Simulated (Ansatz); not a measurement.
# CsBr: a relaxation

Aim: a sound relaxation of CsBr. The structure is shown as the input types it.

The COD entry's cell or inner coordinates are ideal or old and differ from later refinements, so a difference from it is no clean test against experiment.

Computed with Ansatz 0.2.0 (DFT, r2SCAN, PAW with Ansatz's default frozen-core files, scalar-relativistic; relaxation of cell and atoms, unless a step's input says otherwise).

### 1 The starting structure

It takes space group Pm-3m (No. 221, cubic). The conventional cell has a = 4.323 Å, b = 4.323 Å, c = 4.323 Å, α = 90.00°, β = 90.00°, γ = 90.00°. Around Cs (site symmetry m-3m) lie 8 Br at 3.74 Å. Br (site symmetry m-3m) has 8 Cs at 3.74 Å as nearest neighbours.

Structure file:

```
CELL_PARAMETERS angstrom
4.32259 0.00000 0.00000
0.00000 4.32259 0.00000
0.00000 0.00000 4.32259
ATOMIC_POSITIONS crystal
Cs 0.00000 0.00000 0.00000
Br 0.50000 0.50000 0.50000
```

### 2 The calculation

Input file input.yaml:

```yaml
crystal:
  lattice:
    - [4.32259185441, 0.0, 0.0]
    - [0.0, 4.32259185441, 0.0]
    - [0.0, 0.0, 4.32259185441]
  atoms:
    - { symbol: Cs, position: [0.0, 0.0, 0.0] }
    - { symbol: Br, position: [0.5, 0.5, 0.5] }
kpoints:
  mp_grid: { grid: [6, 6, 6] }
scf:
  occupations: { method: fixed }
  max_iter: 60
hamiltonian:
  xc: r2scan
  pseudopotentials: { kind: paw }
relax:
  f_tol: 0.002
  max_steps: 80
  cell: { p_target: 30 }
output:
  forces: true
  stress: true
  write_density: true
  write_potential: true
  elf: true
  volumetric_format: npy
basis:
  ecutrho_ratio: 2
```

Run with:

```
> ansatz run input.yaml --threads 1 --pin off --max-ram 2560MiB --backend cpu --events-out ev --progress --plain --runs-dir out
```

Standard output:

```text
Warning: basis.ecutrho_ratio = 2 (ecutrho = 1000 eV) is below the records' recommended 2000 eV
settings of this run that can trade accuracy for cost: basis.ecutrho_ratio < 4. Do not mix this run's numbers with those of runs without the same settings; the input reference describes each key
Engine: ansatz 0.2.0
Pseudopotentials: kind: paw
Pseudopotential: Cs, paw, valence charge 9, recommended cutoff 500 eV (meta_gga), Cs.paw.azcp
Pseudopotential: Br, paw, valence charge 7, recommended cutoff 500 eV (meta_gga), Br.paw.azcp
Functional definition: r2SCAN
  parameter k0 = 0.174
  parameter k1 = 0.065
  parameter a1 = 4.9479
  exchange = r2scan_x(k0 = k0, k1 = k1, a1 = a1)
  correlation = r2scan_c
Crystal: 2 atoms, lattice volume = 80.767 Å³
Basis set: ecut = 500 eV, 2103 PW (Γ), exchange–correlation on 120×120×120 points (64 copies of the dense FFT grid, shifted against one another)
Bands: 12, of which v1, the nominal top of the filled ones, is band 8 counted from 1 (7 counted from 0)
Symmetry: 48 space group operations
Space group: Pm-3m (ITA 221), of the structure as read, at distance tolerance 4.3e-5 Å
k-points: 20 of 216
Non-local potential: Cs, projectors of the file, l = 0: 3, l = 1: 2, l = 2: 2, l = 3: 2
Non-local potential: Br, projectors of the file, l = 0: 2, l = 1: 2, l = 2: 2
PAW form: soft (Blöchl's): semilocal exchange-correlation on the pseudo side does not see the compensation charge
PAW frozen core: Cs, regenerated for the run's functional (the file was generated under x = pbe(κ = 0.804, μ = 0.2195149727645171), c = pbe(β = 0.06672455060314922))
PAW frozen core: Br, regenerated for the run's functional (the file was generated under x = pbe(κ = 0.804, μ = 0.2195149727645171), c = pbe(β = 0.06672455060314922))
PAW one-centre angular grid: Cs, 302 points (default); XC on 160 Gauss nodes
PAW one-centre angular grid: Br, 302 points (default); XC on 160 Gauss nodes
Initial density: superposition of atomic densities (neutral atoms: chi_scale 0, normalization atom), corrected by the library's trained network
Initial wavefunctions: pseudopotential atomic-orbital guess
Functional: x = r2scan, c = r2scan; τ floored in thin density (d = 2e-4 eV/Å³)
SCF iter   1: F=—  HF=-8482.822909 eV  |F-HF|=—  |Δ(HF+E_count)|=         —  Δρ=2.65e-3  dr2=9.09e-3  dr2_τ=2.33e-3  ethr=1.77e-3  ⟨swp⟩=6.3  Hψ=1408  notcnv=0  defer=35
preconditioner: auto → Resta (q_TF=auto, 2.083 Å⁻¹)  ε∞=2.5  [insulator: Δε(μ)=5.291 eV  Ē_g=12.499 eV  n_scr=18 (ndim 8)  ℏωp=15.5 eV  f_vac=0.000  ε∞_Penn≈2.5]
SCF iter   2: F=—  HF=-8482.837196 eV  |F-HF|=—  |Δ(HF+E_count)|=   1.43e-2  Δρ=1.22e-3  dr2=1.83e-3  dr2_τ=4.84e-5  ethr=5.68e-5  ⟨swp⟩=3.0  Hψ=624  notcnv=0  defer=37
SCF iter   3: F=—  HF=-8482.836574 eV  |F-HF|=—  |Δ(HF+E_count)|=   6.22e-4  Δρ=2.35e-4  dr2=4.15e-5  dr2_τ=3.01e-6  ethr=1.14e-5  ⟨swp⟩=3.0  Hψ=512  notcnv=0  defer=37
SCF iter   4: F=—  HF=-8482.836643 eV  |F-HF|=—  |Δ(HF+E_count)|=   6.94e-5  Δρ=5.78e-5  dr2=2.73e-6  dr2_τ=6.85e-7  ethr=2.59e-7  ⟨swp⟩=2.0  Hψ=439  notcnv=0  defer=37
iter 5 did not close the SCF: its close was put off for the readings that it lacked (scf_convergence_deferred on its scf_iter line)
SCF iter   5: F=-8482.836645 eV  HF=-8482.836645 eV  |F-HF|=1.05e-7  |Δ(HF+E_count)|=   2.08e-6  Δρ=8.50e-6  dr2=9.16e-8  dr2_τ=8.60e-9  ethr=1.71e-8  ⟨swp⟩=2.0  Hψ=387  notcnv=0  defer=37
SCF iter   6: F=-8482.836645 eV  HF=-8482.836645 eV  |F-HF|=1.54e-9  |Δ(HF+E_count)|=   1.29e-7  Δρ=2.32e-6  dr2=3.69e-9  dr2_τ=5.00e-10  ethr=5.72e-10  ⟨swp⟩=6.8  Hψ=1622  notcnv=0
SCF 1 converged in 6 iterations: F = -8482.836645 eV  dr2 = 3.69e-9
relax step   1: F+E_penalty+E_count = -8482.83664520 eV  Δ(F+E_penalty+E_count) = +0.000e0 eV  max|allowed force component| = 3.097e-27 eV/Å  Δτ_max = 0.0000 Å  P = +0.011 GPa  Ω = 80.767 Å³  (6 SCF iters, dr2 threshold 1.00e-7 eV, accepted)
Crystal: 2 atoms, lattice volume = 69.521 Å³
Basis set: ecut = 500 eV, 1791 PW (Γ), exchange–correlation on 120×120×120 points (64 copies of the dense FFT grid, shifted against one another)
Initial density: handed on by an earlier stage of this run
Initial wavefunctions: those handed on with the density
iter 1 solved again at ethr=4.77e-5 eV; its pass at ethr=3.10e-3 eV (dr2=7.64e-3 eV) is discarded
SCF iter   1: F=—  HF=-8482.759907 eV  |F-HF|=—  |Δ(HF+E_count)|=         —  Δρ=2.11e-3  dr2=7.63e-3  dr2_τ=3.36e-2  ethr=4.77e-5  ⟨swp⟩=1.8  Hψ=1770  notcnv=0  defer=35
preconditioner: auto → none  [insulator: Δε(μ)=5.084 eV  Ē_g=12.742 eV  n_scr=6 (ndim 8)  ℏωp=16.7 eV  f_vac=0.000  ε∞_Penn≈2.7]
SCF iter   2: F=—  HF=-8482.733445 eV  |F-HF|=—  |Δ(HF+E_count)|=   2.65e-2  Δρ=1.06e-3  dr2=5.77e-4  dr2_τ=7.28e-5  ethr=4.77e-5  ⟨swp⟩=3.2  Hψ=522  notcnv=0  defer=38
SCF iter   3: F=—  HF=-8482.733617 eV  |F-HF|=—  |Δ(HF+E_count)|=   1.73e-4  Δρ=4.63e-4  dr2=1.05e-4  dr2_τ=3.10e-7  ethr=3.61e-6  ⟨swp⟩=2.4  Hψ=425  notcnv=0  defer=38
SCF iter   4: F=—  HF=-8482.733775 eV  |F-HF|=—  |Δ(HF+E_count)|=   1.58e-4  Δρ=5.18e-5  dr2=1.34e-6  dr2_τ=7.80e-8  ethr=6.54e-7  ⟨swp⟩=2.0  Hψ=422  notcnv=0  defer=38
SCF iter   5: F=-8482.733778 eV  HF=-8482.733778 eV  |F-HF|=6.59e-8  |Δ(HF+E_count)|=   2.47e-6  Δρ=8.86e-6  dr2=7.91e-8  dr2_τ=9.77e-9  ethr=1.25e-9  ⟨swp⟩=9.7  Hψ=1623  notcnv=0
SCF 2 converged in 5 iterations: F = -8482.733778 eV  dr2 = 7.91e-8
relax step   2: F+E_penalty+E_count = -8482.73377785 eV  Δ(F+E_penalty+E_count) = +1.029e-1 eV  max|allowed force component| = 6.395e-28 eV/Å  Δτ_max = 0.0000 Å  P = +3.430 GPa  Ω = 69.521 Å³  energy of the carried Pulay correction = +8.621e-4 eV  (5 SCF iters, dr2 threshold 2.00e-7 eV, accepted)
Crystal: 2 atoms, lattice volume = 59.371 Å³
Basis set: ecut = 500 eV, 1503 PW (Γ), exchange–correlation on 120×120×120 points (64 copies of the dense FFT grid, shifted against one another)
iter 1 solved again at ethr=2.70e-5 eV; its pass at ethr=3.10e-3 eV (dr2=4.32e-3 eV) is discarded
SCF iter   1: F=—  HF=-8482.258429 eV  |F-HF|=—  |Δ(HF+E_count)|=         —  Δρ=2.03e-3  dr2=4.32e-3  dr2_τ=4.12e-2  ethr=2.70e-5  ⟨swp⟩=2.1  Hψ=1881  notcnv=0  defer=37
preconditioner: auto → none  [insulator: Δε(μ)=4.686 eV  Ē_g=13.153 eV  n_scr=6 (ndim 8)  ℏωp=18.0 eV  f_vac=0.000  ε∞_Penn≈2.9]
SCF iter   2: F=—  HF=-8482.323154 eV  |F-HF|=—  |Δ(HF+E_count)|=   6.47e-2  Δρ=1.20e-3  dr2=6.07e-4  dr2_τ=5.15e-5  ethr=2.70e-5  ⟨swp⟩=3.9  Hψ=617  notcnv=0  defer=38
SCF iter   3: F=—  HF=-8482.323377 eV  |F-HF|=—  |Δ(HF+E_count)|=   2.23e-4  Δρ=4.87e-4  dr2=9.23e-5  dr2_τ=8.54e-7  ethr=3.80e-6  ⟨swp⟩=2.5  Hψ=432  notcnv=0  defer=38
SCF iter   4: F=—  HF=-8482.323505 eV  |F-HF|=—  |Δ(HF+E_count)|=   1.28e-4  Δρ=4.44e-5  dr2=9.96e-7  dr2_τ=1.02e-7  ethr=5.77e-7  ⟨swp⟩=2.5  Hψ=421  notcnv=0  defer=38
SCF iter   5: F=-8482.323507 eV  HF=-8482.323507 eV  |F-HF|=7.35e-8  |Δ(HF+E_count)|=   2.64e-6  Δρ=7.29e-6  dr2=2.19e-8  dr2_τ=6.21e-9  ethr=1.25e-9  ⟨swp⟩=9.8  Hψ=1653  notcnv=0
SCF 3 converged in 5 iterations: F = -8482.323507 eV  dr2 = 2.19e-8
relax step   3: F+E_penalty+E_count = -8482.32350732 eV  Δ(F+E_penalty+E_count) = +4.103e-1 eV  max|allowed force component| = 1.185e-26 eV/Å  Δτ_max = 0.0000 Å  P = +10.489 GPa  Ω = 59.371 Å³  energy of the carried Pulay correction = +1.759e-3 eV  (5 SCF iters, dr2 threshold 2.00e-7 eV, accepted)
[... 10 lines left out ...]
relax step   4: F+E_penalty+E_count = -8481.38278328 eV  Δ(F+E_penalty+E_count) = +9.407e-1 eV  max|allowed force component| = 5.722e-28 eV/Å  Δτ_max = 0.0000 Å  P = +24.418 GPa  Ω = 50.260 Å³  energy of the carried Pulay correction = +2.683e-3 eV  (5 SCF iters, dr2 threshold 2.00e-7 eV, accepted)
[... 11 lines left out ...]
relax step   5: F+E_penalty+E_count = -8480.87677818 eV  Δ(F+E_penalty+E_count) = +5.060e-1 eV  max|allowed force component| = 3.113e-28 eV/Å  Δτ_max = 0.0000 Å  P = +31.756 GPa  Ω = 47.355 Å³  energy of the carried Pulay correction = +3.005e-3 eV  (6 SCF iters, dr2 threshold 2.00e-7 eV, accepted)
[... 8 lines left out ...]
relax step   6: F+E_penalty+E_count = -8480.99873540 eV  Δ(F+E_penalty+E_count) = -1.220e-1 eV  max|allowed force component| = 5.385e-28 eV/Å  Δτ_max = 0.0000 Å  P = +29.989 GPa  Ω = 47.989 Å³  energy of the carried Pulay correction = +2.934e-3 eV  (4 SCF iters, dr2 threshold 2.00e-7 eV, accepted)
Basis set: ecut = 500 eV, 1213 PW (Γ), exchange–correlation on 96×96×96 points (64 copies of the dense FFT grid, shifted against one another)
Initial wavefunctions: pseudopotential atomic-orbital guess (no wavefunctions were taken with the density)
iter 1 solved again at ethr=1.04e-6 eV; its pass at ethr=3.10e-3 eV (dr2=1.67e-4 eV) is discarded
SCF iter   1: F=—  HF=-8480.996604 eV  |F-HF|=—  |Δ(HF+E_count)|=         —  Δρ=3.32e-4  dr2=3.66e-6  dr2_τ=3.24e-5  ethr=1.04e-6  ⟨swp⟩=2.9  Hψ=2060  notcnv=0  defer=38
preconditioner: auto → none  [insulator: Δε(μ)=3.815 eV  Ē_g=15.590 eV  n_scr=6 (ndim 8)  ℏωp=21.4 eV  f_vac=0.000  ε∞_Penn≈2.9]
SCF iter   2: F=—  HF=-8480.996661 eV  |F-HF|=—  |Δ(HF+E_count)|=   5.73e-5  Δρ=1.67e-4  dr2=9.02e-7  dr2_τ=5.69e-9  ethr=2.29e-8  ⟨swp⟩=2.0  Hψ=401  notcnv=0  defer=36
SCF iter   3: F=—  HF=-8480.996676 eV  |F-HF|=—  |Δ(HF+E_count)|=   1.43e-5  Δρ=9.90e-6  dr2=5.44e-8  dr2_τ=8.79e-9  ethr=5.64e-9  ⟨swp⟩=2.0  Hψ=399  notcnv=0  defer=27
SCF iter   4: F=—  HF=-8480.996676 eV  |F-HF|=—  |Δ(HF+E_count)|=   2.53e-8  Δρ=6.13e-6  dr2=1.43e-8  dr2_τ=1.73e-9  ethr=3.40e-10  ⟨swp⟩=2.3  Hψ=366  notcnv=0  defer=27
SCF iter   5: F=—  HF=-8480.996676 eV  |F-HF|=—  |Δ(HF+E_count)|=   3.15e-8  Δρ=7.09e-7  dr2=1.92e-10  dr2_τ=9.26e-11  ethr=8.94e-11  ⟨swp⟩=2.0  Hψ=380  notcnv=0  defer=27
SCF iter   6: F=-8480.996676 eV  HF=-8480.996676 eV  |F-HF|=9.09e-12  |Δ(HF+E_count)|=  7.35e-10  Δρ=1.61e-7  dr2=3.69e-12  dr2_τ=3.68e-13  ethr=1.00e-12  ⟨swp⟩=10.3  Hψ=1911  notcnv=0
SCF 7 converged in 6 iterations: F = -8480.996676 eV  dr2 = 3.69e-12
relax step   7: F+E_penalty+E_count = -8480.99667577 eV  Δ(F+E_penalty+E_count) = +2.060e-3 eV  max|allowed force component| = 2.188e-28 eV/Å  Δτ_max = 0.0000 Å  P = +29.987 GPa  Ω = 47.989 Å³  stress off target by 1.27e-2 GPa  SCF on the basis re-selected at this cell (its energy is not comparable with the rows above)  (6 SCF iters)
basis re-selected at this cell: Δ(F+E_penalty+E_count) = +2.060e-3 eV, ΔP = -0.002 GPa vs the last step (what re-selecting the basis moved, of the pressure what is left beyond the Pulay correction that the steps carried, after the strain that the cell walked since its last selection, with what the two solves' SCF thresholds leave and, on support functions, any second-order correction that the steps lacked; it is no measure of the basis error at this ecutwfc). The dense FFT grid was sized anew with the basis: this SCF ran on 24×24×24 points, the steps before it on 30×30×30, so part of this shift can come from that change (see relax.cell in the input reference). This SCF's stress stands 1.27e-2 GPa from its target on what of the cell is left free (relax.cell.stress_tol is 5.00e-2 GPa) and its largest allowed force component is 2.19e-28 eV/Å (relax.f_tol is 2.00e-3 eV/Å): within both
SCF converged after 6 iterations
Free energy (F): -8480.996676 eV
Harris-Foulkes:  -8480.996676 eV  (|F-HF|=9.09e-12)
Internal energy: -8480.996676 eV  (E = F + TS)
E sigma→0 (E₀):  -8480.996676 eV
Fermi energy:    8.892318 eV
--- Per-component energies (eV) ---
  E_band       = 21.834863
  E_kinetic    = 290.692720
  E_local      = -224.743328  (includes V_loc(G=0)·N_el)
  E_nonlocal   = 101.045191
  E_hartree    = 67.161605
  E_xc         = -420.393128
  E_vxc        = -260.857910  (∫ρ·V_xc dr)
  E_paw        = -7363.671929  (= ΣΔE_a)
  E_vpaw       = -30.401170  (= ΣTr[D̂ρ^β])
  E_aug_tail   = -0.000035  (compensation charges beyond the density's cutoff)
  E_vtau       = 11.776172  (kinetic-family band-sum trace: ∫τ·v_τ [+ j·A + Jᵃ·Aᵃ] dr)
  E_ewald      = -930.979457
  E_core_change = -0.108314  (= ΣΔE_core)
  E_smearing   = -0.000000  (= −TS)
  E_closure    = -0.000000  (closes the sum)
  Σ components = -8480.996676   (vs F -8480.996676, Δ=0.00e0)
--- Forces (eV/Å), atoms counted from 1 ---
  atom   1  Cs    -0.00000000     0.00000000    -0.00000000
  atom   2  Br     0.00000000    -0.00000000    -0.00000000
  max |Σ_I F_I| component: 5.39e-28 eV/Å
--- Stress (GPa, compression-positive) ---
       29.987298      -0.000000       0.000000
       -0.000000      29.987298       0.000000
        0.000000       0.000000      29.987298
  P = ⅓ Tr σ = 29.9873 GPa (299.873 kbar)
--- Band table (eV; the first three rows and the last of 20) ---
  k-point 0: bands = ["-12.0182", "-5.0942", "2.2545", "2.2545", "2.2545", "8.8923", "8.8923", "8.8923", "12.7072", "12.7072", "17.2591", "19.6638"]
  k-point 1: bands = ["-11.9081", "-5.2599", "2.0636", "2.3976", "2.3976", "8.0149", "8.5978", "8.5978", "12.9856", "13.9549", "18.2901", "19.4135"]
  k-point 2: bands = ["-11.6668", "-5.6405", "1.8971", "2.7240", "2.7240", "6.5699", "7.9694", "7.9694", "13.7760", "16.8737", "17.7967", "19.5926"]
  k-point 19: bands = ["-10.9483", "-4.8187", "1.1759", "1.1759", "1.1759", "5.4041", "5.4041", "5.4041", "20.5954", "20.5954", "20.5954", "21.6743"]
--- Relaxed structure (6 steps of the walk, 6 accepted, 1 SCFs on fresh bases) ---
  F+E_penalty+E_count = -8480.99667577 eV   max|allowed force component| = 2.188e-28 eV/Å   (the final SCF, on the basis selected at the relaxed cell)
  cell:  # Å, volume = 47.9889 Å³
    - [3.633961450517099, -3.76760045370753e-33, 4.6222318665293654e-33]
    - [3.4105009431857313e-34, 3.633961450517099, 0.0]
    - [4.108650548026103e-33, 0.0, 3.633961450517099]
  atoms:
    - { symbol: Cs, position: [1.85645756277291e-36, 4.641143765967941e-36, 5.5693725329283804e-36] }
    - { symbol: Br, position: [0.49999999999999994, 0.49999999999999994, 0.49999999999999994] }
settings of this run that can trade accuracy for cost: basis.ecutrho_ratio < 4. Do not mix this run's numbers with those of runs without the same settings; the input reference describes each key
```

Run time: 32 s. Hardware: 1 thread of Intel Xeon Platinum 8488C (Sapphire Rapids), shared host; peak memory 0.5 GiB.

### 3 Checking the result

This run ends as converged, with warnings (cutoff below recommended). Its log warns: «basis.ecutrho_ratio = 2 (ecutrho = 1000 eV) is below the records' recommended 2000 eV»

The suspect setting: basis.ecutrho_ratio is 2. What could go wrong: density grid too coarse. It still converged here, which does not make the setting sound.

Run again and compare: delete basis.ecutrho_ratio (the default then holds).

### 4 Second run, to compare

Besides the cure, the input differs in scf.max_iter, output requests.

Edit input.yaml of step 2 so:

```diff
@@ -12,3 +12,2 @@
   occupations: { method: fixed }
-  max_iter: 60
 hamiltonian:
@@ -23,7 +22 @@
   stress: true
-  write_density: true
-  write_potential: true
-  elf: true
-  volumetric_format: npy
-basis:
-  ecutrho_ratio: 2
```

Run with:

```
> ansatz run input.yaml --threads 1 --pin off --max-ram 2560MiB --backend cpu --events-out ev --progress --plain --runs-dir out
```

The main lines of its log:

```text
[...]
Basis set: ecut = 500 eV, 2103 PW (Γ), exchange–correlation on 128×128×128 points (64 copies of the dense FFT grid, shifted against one another)
[...]
k-points: 20 of 216
[...]
SCF iter   1: F=—  HF=-8482.823163 eV  |F-HF|=—  |Δ(HF+E_count)|=         —  Δρ=2.65e-3  dr2=9.11e-3  dr2_τ=2.32e-3  ethr=1.77e-3  ⟨swp⟩=6.4  Hψ=1411  notcnv=0  defer=35
preconditioner: auto → Resta (q_TF=auto, 2.083 Å⁻¹)  ε∞=2.5  [insulator: Δε(μ)=5.290 eV  Ē_g=12.499 eV  n_scr=18 (ndim 8)  ℏωp=15.5 eV  f_vac=0.000  ε∞_Penn≈2.5]
SCF iter   2: F=—  HF=-8482.837274 eV  |F-HF|=—  |Δ(HF+E_count)|=   1.41e-2  Δρ=1.23e-3  dr2=1.90e-3  dr2_τ=9.48e-5  ethr=5.69e-5  ⟨swp⟩=2.9  Hψ=618  notcnv=0  defer=36
[...]
relax step   1: F+E_penalty+E_count = -8482.83668050 eV  Δ(F+E_penalty+E_count) = +0.000e0 eV  max|allowed force component| = 8.053e-31 eV/Å  Δτ_max = 0.0000 Å  P = +0.012 GPa  Ω = 80.767 Å³  (6 SCF iters, dr2 threshold 1.00e-7 eV, accepted)
[...]
Basis set: ecut = 500 eV, 1791 PW (Γ), exchange–correlation on 128×128×128 points (64 copies of the dense FFT grid, shifted against one another)
[...]
relax step   2: F+E_penalty+E_count = -8482.73368522 eV  Δ(F+E_penalty+E_count) = +1.030e-1 eV  max|allowed force component| = 2.630e-31 eV/Å  Δτ_max = 0.0000 Å  P = +3.431 GPa  Ω = 69.521 Å³  energy of the carried Pulay correction = +8.231e-4 eV  (5 SCF iters
[...]
Basis set: ecut = 500 eV, 1503 PW (Γ), exchange–correlation on 128×128×128 points (64 copies of the dense FFT grid, shifted against one another)
[...]
relax step   3: F+E_penalty+E_count = -8482.32343450 eV  Δ(F+E_penalty+E_count) = +4.103e-1 eV  max|allowed force component| = 4.273e-31 eV/Å  Δτ_max = 0.0000 Å  P = +10.487 GPa  Ω = 59.371 Å³  energy of the carried Pulay correction = +1.680e-3 eV  (5 SCF iter
[...]
Basis set: ecut = 500 eV, 1309 PW (Γ), exchange–correlation on 128×128×128 points (64 copies of the dense FFT grid, shifted against one another)
[...]
relax step   4: F+E_penalty+E_count = -8481.38276990 eV  Δ(F+E_penalty+E_count) = +9.407e-1 eV  max|allowed force component| = 1.233e-31 eV/Å  Δτ_max = 0.0000 Å  P = +24.417 GPa  Ω = 50.260 Å³  energy of the carried Pulay correction = +2.562e-3 eV  (5 SCF iter
[...]
Basis set: ecut = 500 eV, 1213 PW (Γ), exchange–correlation on 128×128×128 points (64 copies of the dense FFT grid, shifted against one another)
[...]
relax step   5: F+E_penalty+E_count = -8480.87664013 eV  Δ(F+E_penalty+E_count) = +5.061e-1 eV  max|allowed force component| = 2.301e-31 eV/Å  Δτ_max = 0.0000 Å  P = +31.757 GPa  Ω = 47.355 Å³  energy of the carried Pulay correction = +2.869e-3 eV  (6 SCF iter
[...]
SCF iter   6: F=-8480.996490 eV  HF=-8480.996490 eV  |F-HF|=9.09e-12  |Δ(HF+E_count)|=  5.09e-11  Δρ=9.78e-8  dr2=2.24e-12  dr2_τ=4.70e-13  ethr=1.00e-12  ⟨swp⟩=4.6  Hψ=1207  notcnv=0
[...]
relax step   7: F+E_penalty+E_count = -8480.99648967 eV  Δ(F+E_penalty+E_count) = +2.161e-3 eV  max|allowed force component| = 7.889e-31 eV/Å  Δτ_max = 0.0000 Å  P = +29.981 GPa  Ω = 47.988 Å³  stress off target by 1.88e-2 GPa  SCF on the basis re-selected at 
[...]
SCF converged after 6 iterations
Free energy (F): -8480.996490 eV
[...]
E sigma→0 (E₀):  -8480.996490 eV
Fermi energy:    8.892545 eV
[...]
  P = ⅓ Tr σ = 29.9812 GPa (299.812 kbar)
--- Relaxed structure (6 steps of the walk, 6 accepted, 1 SCFs on fresh bases) ---
[...]
```

Wall time 13 s (1 thread of Intel Xeon Platinum 8488C (Sapphire Rapids), shared host); peak memory 0.54 GiB.

| run | ending | energy change | pressure (GPa) | gap (eV) | force (eV/Å) | cycles | time |
| --- | --- | --- | --- | --- | --- | --- | --- |
| first try | converged | -0.1 meV/atom | 30.0 | 3.81 | 0.00 | 37 | 32 s |
| second try | converged | 0 | 30.0 | 3.81 | 0.00 | 37 | 13 s |

### 5 What came out

| quantity | value |
| --- | --- |
| first try | converged |
| setting under test | ecutrho_ratio 2 |
| second try | converged |
| energy (zero set by the potentials) | -8480.9965 eV |
| pressure | 29.98 GPa |
| gap on the mesh | 3.81 eV |
| largest force | 0.000 eV/Å |

**Reading.** Both runs end at the same energy: the doubtful setting did not spoil the result here. The gap of the reference lacks spin-orbit coupling, though the cell holds Cs.

The gaps are Kohn-Sham values of a semilocal functional, not quasiparticle or optical gaps. Such gaps usually fall short of the measured ones.
